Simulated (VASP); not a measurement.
# Er (Im-3m) in VASP: a series of runs

The runs below take Er through band structure, density of states, with PBE+D3, PBEsol+rVV10, MS2.

Everything below comes from runs of VASP 6.6.1. Logs are shortened: lines on timing, memory, paths and dates and some standing lists are left out, and cuts for length are marked.

## Step 1: The structure

It takes space group Im-3m (No. 229, cubic). Conventional cell: a = 3.956 Å, b = 3.956 Å, c = 3.956 Å, α = 90.00°, β = 90.00°, γ = 90.00°. Er (site symmetry m-3m) is surrounded by 8 Er at 3.43 Å.

This isn't the form of Er at room conditions, which is hcp.

## Step 2: Band structure, PBE+D3, collinear spin, random start

run.py

```python
from ase.calculators.vasp import Vasp
from ase.dft.bandgap import bandgap
from ase.io import read

atoms = read('Er.xyz')
atoms.set_initial_magnetic_moments([1.41])
calc = Vasp(
    directory='calc',
    xc='pbe',
    pp='PBE',
    setups='recommended',
    prec='Accurate',
    encut=520,
    ediff=1e-06,
    ismear=-1,
    sigma=0.1,
    lreal=False,
    lasph=True,
    nelm=100,
    algo='Normal',
    isif=2,
    lwave=False,
    lcharg=True,
    ispin=2,
    lorbit=11,
    lmaxmix=6,
    ivdw=11,
    kpts=[9, 9, 9],
    gamma=False,
    nbands=16,
)
atoms.calc = calc

print('energy (eV):', atoms.get_potential_energy())
print('free energy (eV):', atoms.get_potential_energy(force_consistent=True))
efermi = calc.get_fermi_level()
print('Fermi level (eV):', efermi)
path = atoms.cell.bandpath(npoints=40, eps=1e-4)
print('path:', path.path)
calc.set(kpts=path.kpts, reciprocal=True, icharg=11, isym=0, lcharg=False)
calc.calculate(atoms)
print('gap on the path (eV):', bandgap(calc, efermi=efermi)[0])
print('direct gap on the path (eV):', bandgap(calc, efermi=efermi, direct=True)[0])
```

Er.xyz

```xyz
1
Lattice="-1.9779384575 1.9779384575 1.9779384575 1.9779384575 -1.9779384575 1.9779384575 1.9779384575 1.9779384575 -1.9779384575" Properties=species:S:1:pos:R:3 pbc="T T T"
Er     0.0000000000      0.0000000000      0.0000000000
```

Potentials or basis: VASP PAW PBE potentials, release 64 (Er_3), 4f in core.

Started as:

```bash
$ python run.py
```

The program printed:

```text
energy (eV): -4.634209010000001
free energy (eV): -4.67168319
Fermi level (eV): 3.09042516
path: GHNGPH,PN
gap on the path (eV): 0.0
direct gap on the path (eV): 0.0
```

OUTCAR:

```text
ENCUT = 520.000000
   EDIFF = 1.00e-06
   GGA = PE
   PREC = Accurate
   ICHARG = 11
   ISIF = 2
   ISMEAR = -1
   ISPIN = 2
   ISYM = 0
   LORBIT = 11
   NELM = 100
   IVDW = 11
   LASPH = .TRUE.
   LREAL = .FALSE.
 IVDW          = 11

 ion  position               nearest neighbor table
   1  0.000  0.000  0.000-

IMPORTANT INFORMATION: All symmetrisations will be switched off!
NOSYMM: (Re-)initialisation of all symmetry stuff for point group C_1.

----------------------------------------------------------------------------------------

                                     Primitive cell

  volume of cell :      30.9527

  direct lattice vectors                    reciprocal lattice vectors
    -1.977938458  1.977938458  1.977938458     0.000000000  0.252788452  0.252788452
     1.977938458 -1.977938458  1.977938458     0.252788452  0.000000000  0.252788452
     1.977938458  1.977938458 -1.977938458     0.252788452  0.252788452  0.000000000

  length of vectors
     3.425889903  3.425889903  3.425889903     0.357496857  0.357496857  0.357496857

  position of ions in fractional coordinates (direct lattice)
     0.000000000  0.000000000  0.000000000

  ion indices of the primitive-cell ions
   primitive index   ion index
                 1           1

----------------------------------------------------------------------------------------

 KPOINTS: KPOINTS created by Atomic Simulation Env

Read explicit list of k-points.

 Found     40 k-points:

 Following reciprocal coordinates:
            Coordinates               Weight
  0.000000  0.000000  0.000000      0.025000
  0.062500 -0.062500  0.062500      0.025000
  0.125000 -0.125000  0.125000      0.025000
[... 114 lines left out ...]
      1     -21.4882      1.00000
      2     -21.4882      1.00000
      3     -21.4882      1.00000
      4      -2.5138      1.00000
      5       4.9807      0.00000
      6       4.9807      0.00000
[... 736 lines left out ...]
      2     -21.6743      1.00000
      3     -21.4905      1.00000
      4       0.7113      1.00000
      5       3.2940      0.02820
      6       3.8979      0.00007
[... 8 lines left out ...]
     15      21.9406      0.00000
     16      24.2295      0.00000
 Fermi energy:         2.9400265679

 spin component 2

 k-point     1 :       0.0000    0.0000    0.0000
  band No.  band energies     occupation
      1     -21.4882      1.00000
      2     -21.4882      1.00000
      3     -21.4882      1.00000
      4      -2.5137      1.00000
      5       4.9807      0.00000
      6       4.9807      0.00000
[... 737 lines left out ...]
      3     -21.4905      1.00000
      4       0.7114      1.00000
      5       3.2941      0.02819
      6       3.8979      0.00007
[... 8 lines left out ...]
     15      21.9407      0.00000
     16      24.2327      0.00000

------------------------ aborting loop because EDIFF is reached ----------------------------------------

 total charge

# of ion       s       p       d       tot
------------------------------------------
    1        0.446   6.419   1.172   8.036

 magnetization (x)

# of ion       s       p       d       tot
------------------------------------------
    1        0.000   0.000   0.000   0.000

 Edisp (eV)   -0.27783

 E8    (eV) :    -0.1775

  FORCE on cell =-STRESS in cart. coord.  units (eV):
  Direction    XX          YY          ZZ          XY          YZ          ZX
  --------------------------------------------------------------------------------------
  -------------------------------------------------------------------------------------
  Total      -1.39715    -0.14649    -2.41166     0.98173     0.61757     0.06308
  in kB     -72.31962    -7.58261  -124.83283    50.81631    31.96669     3.26495
  external pressure =      -68.25 kB  Pullay stress =        0.00 kB

 VOLUME and BASIS-vectors are now :
 -----------------------------------------------------------------------------
  energy-cutoff  :      520.00
  volume of cell :       30.95
      direct lattice vectors                 reciprocal lattice vectors
    -1.977938458  1.977938458  1.977938458     0.000000000  0.252788452  0.252788452
     1.977938458 -1.977938458  1.977938458     0.252788452  0.000000000  0.252788452
     1.977938458  1.977938458 -1.977938458     0.252788452  0.252788452  0.000000000

 POSITION                                       TOTAL-FORCE (eV/Angst)
 -----------------------------------------------------------------------------------
      0.00000      0.00000      0.00000        -0.000009      0.000005     -0.000011
 -----------------------------------------------------------------------------------
    total drift:                               -0.000009      0.000005     -0.000011

  FREE ENERGIE OF THE ION-ELECTRON SYSTEM (eV)
  ---------------------------------------------------
  free  energy   TOTEN  =        -5.2667970787 eV

  energy  without entropy=       -5.1862075815  energy(sigma->0) =       -5.22650233

 total charge

# of ion       s       p       d       tot
------------------------------------------
    1        0.446   6.419   1.172   8.036

 magnetization (x)

# of ion       s       p       d       tot
------------------------------------------
    1        0.000   0.000   0.000   0.000
```

INCAR:

```text
ENCUT = 520.000000
SIGMA = 0.100000
EDIFF = 1.00e-06
ALGO = Normal
GGA = PE
PREC = Accurate
ICHARG = 11
ISIF = 2
ISMEAR = -1
ISPIN = 2
ISYM = 0
LMAXMIX = 6
LORBIT = 11
NBANDS = 16
NELM = 100
IVDW = 11
LASPH = .TRUE.
LCHARG = .FALSE.
LWAVE = .FALSE.
LREAL = .FALSE.
MAGMOM = 1*1.4100
```

Run time: 64 s. Hardware: 1 thread of Intel Xeon Platinum 8488C (Sapphire Rapids), shared host; peak memory 0.18 GiB.

Results:

```
Band gap along the path    : none (metal or under the smearing width)
Net moment                 : 0.00 μB per cell
Dispersion energy per atom : -0.278 eV
```

Levels at the corners of the path, in eV from the Fermi level:
Spin up:
| point | band 3 | band 4 | band 5 | band 6 | band 7 | band 8 |
| --- | --- | --- | --- | --- | --- | --- |
| Γ | -24.58 | -5.60 | 1.89 | 1.89 | 1.89 | 4.07 |
| H | -24.98 | -1.60 | -1.60 | 5.83 | 5.83 | 5.83 |
| N | -24.58 | -2.38 | 0.20 | 0.81 | 3.92 | 4.80 |
| Γ | -24.58 | -5.60 | 1.89 | 1.89 | 1.89 | 4.07 |
| P | -24.86 | -0.18 | -0.18 | -0.18 | 4.56 | 4.93 |
| H | -24.98 | -1.60 | -1.60 | 5.83 | 5.83 | 5.83 |
| P | -24.86 | -0.18 | -0.18 | -0.18 | 4.56 | 4.93 |
| N | -24.58 | -2.38 | 0.20 | 0.81 | 3.92 | 4.80 |
Spin down:
```
point  band 2  band 3  band 4  band 5  band 6  band 7  band 8  band 9
    Γ  -24.58  -24.58   -5.60    1.89    1.89    1.89    4.07    4.07
    H  -24.98  -24.98   -1.60   -1.60    5.83    5.83    5.83    6.14
    N  -24.76  -24.58   -2.38    0.20    0.81    3.92    4.80    6.82
    Γ  -24.58  -24.58   -5.60    1.89    1.89    1.89    4.07    4.07
    P  -24.86  -24.86   -0.18   -0.18   -0.18    4.56    4.93    4.93
    H  -24.98  -24.98   -1.60   -1.60    5.83    5.83    5.83    6.14
    P  -24.86  -24.86   -0.18   -0.18   -0.18    4.56    4.93    4.93
    N  -24.76  -24.58   -2.38    0.20    0.81    3.92    4.80    6.82
```

Caveat: the log is that of the step along the path at fixed density, whose energy, stress, charges and moments have no meaning; the magnetic or orbital state may not be the lowest; spin-orbit coupling is left out, which moves the levels of the heavy elements; the 4f electrons are frozen in the core as for a trivalent ion, so they carry no moment and show no levels; pairwise dispersion overbinds metals, which lowers pressure and volume.

## Step 3: Density of states, PBEsol+rVV10, collinear spin, ferromagnetic start (cell strained at random at fixed volume)

POSCAR

```
Er
1.0
   -1.9887110000      1.9827230000      1.9809140000
    1.9763190000     -2.0049040000      1.9907030000
    1.9606110000      1.9768040000     -2.0030950000
Er
1
Direct
    0.0190850000      0.0092170000     -0.0242360000
```

INCAR.step1

```
SYSTEM = Er
PREC = Accurate
ENCUT = 600
EDIFF = 1E-7
ISMEAR = 1
SIGMA = 0.1
LREAL = .False.
LASPH = .True.
NELM = 100
ALGO = Normal
ISIF = 2
LWAVE = .False.
LCHARG = .True.
ISPIN = 2
MAGMOM = 3
LMAXMIX = 6
GGA = PS
LUSE_VDW = .True.
IVDW_NL = 2
BPARAM = 20.0
CPARAM = 0.0093
NBANDS = 14
BMIX = 2.0
```

KPOINTS.step1

```
regular mesh
0
Gamma
  9 9 9
  0 0 0
```

INCAR.step2

```
SYSTEM = Er
PREC = Accurate
ENCUT = 600
EDIFF = 1E-7
ISMEAR = -5
SIGMA = 0.1
LREAL = .False.
LASPH = .True.
NELM = 100
ALGO = Normal
ISIF = 2
LWAVE = .False.
LCHARG = .False.
ISPIN = 2
MAGMOM = 3
LORBIT = 11
LMAXMIX = 6
GGA = PS
LUSE_VDW = .True.
IVDW_NL = 2
BPARAM = 20.0
CPARAM = 0.0093
NBANDS = 14
BMIX = 2.0
NEDOS = 2001
ICHARG = 11
```

KPOINTS.step2

```
regular mesh
0
Gamma
  14 14 14
  0 0 0
```

Potentials or basis: VASP PAW PBE potentials, release 64 (Er_3), 4f in core.

Started as:

```bash
$ cat potpaw_PBE.64/Er_3/POTCAR > POTCAR
$ cp INCAR.step1 INCAR
$ cp KPOINTS.step1 KPOINTS
$ mpirun -np 1 vasp_std > vasp.out
$ cp INCAR.step2 INCAR
$ cp KPOINTS.step2 KPOINTS
$ mpirun -np 1 vasp_std > vasp.out
```

OUTCAR:

```text
SYSTEM = Er
   PREC = Accurate
   ENCUT = 600
   EDIFF = 1E-7
   ISMEAR = -5
   LREAL = .False.
   LASPH = .True.
   NELM = 100
   ISIF = 2
   ISPIN = 2
   LORBIT = 11
   GGA = PS
   IVDW_NL = 2
   BPARAM = 20.0
   ICHARG = 11

 ion  position               nearest neighbor table
   1  0.019  0.009  0.976-

  LATTYP: Found a triclinic cell.
 ALAT       =     9.7149267544
 B/A-ratio  =     0.3537437443
 C/A-ratio  =     0.5706712833
[... 1088 lines left out ...]

--------------------------------------------------------------------------------------------------------

--------------------------------------------------------------------------------------------------------

 -----------------------------------------------------------------------------
|                                                                             |
|           W    W    AA    RRRRR   N    N  II  N    N   GGGG   !!!           |
|           W    W   A  A   R    R  NN   N  II  NN   N  G    G  !!!           |
|           W    W  A    A  R    R  N N  N  II  N N  N  G       !!!           |
|           W WW W  AAAAAA  RRRRR   N  N N  II  N  N N  G  GGG   !            |
|           WW  WW  A    A  R   R   N   NN  II  N   NN  G    G                |
|           W    W  A    A  R    R  N    N  II  N    N   GGGG   !!!           |
|                                                                             |
|     Tetrahedron method does not include variations of the Fermi             |
|     occupations, so forces and stress will be inaccurate. We suggest        |
|     using a different smearing scheme ISMEAR = 1 or 2 for metals in         |
|     relaxations.                                                            |
|                                                                             |
 -----------------------------------------------------------------------------

 total charge

# of ion       s       p       d       tot
------------------------------------------
    1        0.504   6.538   1.048   8.090

 magnetization (x)

# of ion       s       p       d       tot
------------------------------------------
    1        0.000   0.062   0.102   0.164

 BZINTS: Fermi energy:    2.961060;    9.000000 electrons
         Band energy:-0.127033E+03;  BLOECHL correction:   -0.015861

=======================================================================
```

OUTCAR.step1:

```text
SYSTEM = Er
   PREC = Accurate
   ENCUT = 600
   EDIFF = 1E-7
   ISMEAR = 1
   LREAL = .False.
   LASPH = .True.
   NELM = 100
[... 1066 lines left out ...]
 -----------------------------------------------------------------------------------
      1.89335      1.94826     -1.89839         0.000000      0.000000      0.000000
 -----------------------------------------------------------------------------------
    total drift:                                0.000000      0.000001      0.000001

  FREE ENERGIE OF THE ION-ELECTRON SYSTEM (eV)
  ---------------------------------------------------
  free  energy   TOTEN  =        -4.6450699143 eV

  energy  without entropy=       -4.6453075043  energy(sigma->0) =       -4.64514911
```

It took 12 min on 1 thread of AMD EPYC 9R45 (Zen 5), shared host; peak memory 1.1 GiB.

What came out:

```yaml
Net_moment: 0.23 μB per cell
Site_moments: Er +0.16 μB
Valence_electrons_inside_the_program's_atomic_spheres: Er 8.09
```

Levels at points of the mesh, in eV from the Fermi level:
Spin up:
```tsv
k point	band 1	band 2	band 3	band 4	band 5	band 6	band 7	band 8	band 9	band 10
(0.00, 0.00, 0.00)	-24.58	-24.57	-24.57	-5.73	1.64	1.81	1.87	3.96	4.06	10.66
(0.50, 0.00, 0.00)	-25.17	-24.77	-24.57	-2.49	0.15	0.74	3.72	4.63	6.78	8.45
(0.00, 0.50, 0.00)	-25.16	-24.77	-24.58	-2.49	0.09	0.75	3.81	4.70	6.77	8.44
(0.50, 0.50, 0.00)	-25.14	-24.75	-24.58	-2.52	0.02	0.66	3.94	4.83	6.71	8.32
(0.00, 0.00, 0.50)	-25.17	-24.78	-24.58	-2.47	0.07	0.80	3.81	4.67	6.82	8.39
(0.50, 0.00, 0.50)	-25.15	-24.76	-24.58	-2.51	0.06	0.68	3.87	4.77	6.74	8.37
(0.00, 0.50, 0.50)	-25.14	-24.75	-24.57	-2.53	0.11	0.63	3.83	4.76	6.71	8.32
(0.50, 0.50, 0.50)	-25.01	-24.97	-24.96	-1.71	-1.69	5.62	5.68	5.80	5.97	6.03
```
Spin down:
```
           k point  band 2  band 3  band 4  band 5  band 6  band 7
(0.00, 0.00, 0.00)  -24.52  -24.52   -5.54    1.77    1.94    2.00
(0.50, 0.00, 0.00)  -24.71  -24.52   -2.31    0.30    0.94    3.84
(0.00, 0.50, 0.00)  -24.71  -24.52   -2.31    0.23    0.94    3.92
(0.50, 0.50, 0.00)  -24.70  -24.52   -2.35    0.17    0.85    4.06
(0.00, 0.00, 0.50)  -24.72  -24.52   -2.30    0.22    1.00    3.92
(0.50, 0.00, 0.50)  -24.70  -24.52   -2.34    0.21    0.88    3.98
(0.00, 0.50, 0.50)  -24.70  -24.52   -2.36    0.26    0.83    3.94
(0.50, 0.50, 0.50)  -24.92  -24.90   -1.54   -1.52    5.81    5.87
```

States per cell in windows of 0.5 eV (zero at the Fermi level; states under -8 eV left out):
```csv
from (eV),up,down,Er1_d_up,Er1_d_down,Er1_p_up,Er1_p_down,Er1_s_up,Er1_s_down
-8.0,0.00,0.00,0.00,0.00,0.00,0.00,0.00,0.00
-7.5,0.00,0.00,0.00,0.00,0.00,0.00,0.00,0.00
-7.0,0.00,0.00,0.00,0.00,0.00,0.00,0.00,0.00
-6.5,0.00,0.00,0.00,0.00,0.00,0.00,0.00,0.00
-6.0,0.00,0.00,0.00,0.00,0.00,0.00,0.00,0.00
-5.5,0.02,0.02,0.00,0.00,0.00,0.00,0.01,0.01
-5.0,0.03,0.03,0.00,0.00,0.00,0.00,0.02,0.01
-4.5,0.04,0.04,0.00,0.00,0.01,0.01,0.02,0.02
-4.0,0.06,0.05,0.00,0.00,0.01,0.01,0.02,0.02
-3.5,0.08,0.07,0.01,0.01,0.02,0.01,0.03,0.03
-3.0,0.12,0.10,0.02,0.01,0.02,0.02,0.04,0.03
-2.5,0.21,0.19,0.06,0.05,0.03,0.03,0.05,0.05
-2.0,0.20,0.19,0.07,0.06,0.04,0.03,0.04,0.04
-1.5,0.25,0.28,0.12,0.12,0.04,0.04,0.02,0.03
-1.0,0.13,0.14,0.06,0.07,0.02,0.02,0.00,0.01
-0.5,0.43,0.28,0.22,0.14,0.12,0.07,0.00,0.00
0.0,0.65,0.65,0.35,0.35,0.18,0.17,0.00,0.00
0.5,0.41,0.53,0.26,0.31,0.07,0.12,0.00,0.00
1.0,0.22,0.25,0.16,0.18,0.02,0.02,0.00,0.00
1.5,0.09,0.12,0.06,0.09,0.01,0.01,0.00,0.00
2.0,0.15,0.11,0.10,0.08,0.02,0.01,0.00,0.00
2.5,0.23,0.22,0.16,0.15,0.03,0.03,0.01,0.01
3.0,0.33,0.31,0.25,0.23,0.03,0.03,0.01,0.01
3.5,0.36,0.37,0.28,0.29,0.02,0.02,0.01,0.01
4.0,0.51,0.41,0.39,0.33,0.04,0.03,0.02,0.01
4.5,0.69,0.80,0.55,0.65,0.07,0.07,0.02,0.03
5.0,0.16,0.19,0.10,0.12,0.05,0.06,0.01,0.01
5.5,0.14,0.14,0.09,0.09,0.03,0.03,0.01,0.01
6.0,0.23,0.20,0.14,0.13,0.05,0.04,0.03,0.02
6.5,0.23,0.26,0.14,0.16,0.05,0.06,0.03,0.04
7.0,0.03,0.06,0.02,0.03,0.01,0.01,0.00,0.01
7.5,0.24,0.17,0.13,0.10,0.07,0.05,0.04,0.03
```

Caveat: the magnetic or orbital state may not be the lowest; the PAW data sets were made with another functional, which shifts forces and pressure a little; spin-orbit coupling is left out, which moves the levels of the heavy elements; the 4f electrons are frozen in the core as for a trivalent ion, so they carry no moment and show no levels; pairwise dispersion overbinds metals, which lowers pressure and volume; tetrahedron occupations give inexact forces and stress in metals. The state reached can hang on the start; a lower one may exist.

## Step 4: Density of states, MS2, collinear spin, random start

INCAR

```
SYSTEM = Er
ALGO = Normal ; AMIX = 0.2
AMIX_MAG = 0.8 ; BMIX = 1E-4
BMIX_MAG = 1E-4 ; EDIFF = 1E-6
ENCUT = 300 ; ISIF = 2
ISMEAR = -5 ; ISPIN = 2
LASPH = .TRUE. ; LCHARG = .FALSE.
LMAXMIX = 6 ; LMIXTAU = .TRUE.
LORBIT = 10 ; LREAL = .FALSE.
LWAVE = .FALSE. ; MAGMOM = 0.87
METAGGA = MS2 ; NBANDS = 14
NEDOS = 1001 ; NELM = 120
PREC = Accurate ; SIGMA = 0.2
```

KPOINTS

```
k-points
0
G
  9 9 9
  0 0 0
```

POSCAR

```
Er
3.4259
   -0.577348567530      0.577348567530      0.577348567530
    0.577348567530     -0.577348567530      0.577348567530
    0.577348567530      0.577348567530     -0.577348567530
Er
1
Direct
    0.0000000000      0.0000000000      0.0000000000
```

Started as:

```bash
$ cat potpaw_PBE.64/Er_3/POTCAR > POTCAR
$ mpirun -np 1 vasp_std > vasp.out
```

Run time: 68 s. Hardware: 1 thread of AMD EPYC 9R45 (Zen 5), shared host; peak memory 0.11 GiB.

These settings aren't checked as converged (typed here: AMIX = 0.2; BMIX = 0.0001; AMIX_MAG = 0.8; BMIX_MAG = 0.0001; ENCUT = 300): the numbers below hold their error.

What came out:

- Free energy: 10.5413 eV
- Pressure: -2.1 GPa
- Band gap on the k mesh: none (metal or under the smearing width)
- Net moment: 0.00 μB per cell
- Valence electrons inside the program's atomic spheres: Er 8.10

Caveat: the magnetic or orbital state may not be the lowest; the PAW data sets were made with another functional, which shifts forces and pressure a little; spin-orbit coupling is left out, which moves the levels of the heavy elements; the 4f electrons are frozen in the core as for a trivalent ion, so they carry no moment and show no levels; tetrahedron occupations give inexact forces and stress in metals.
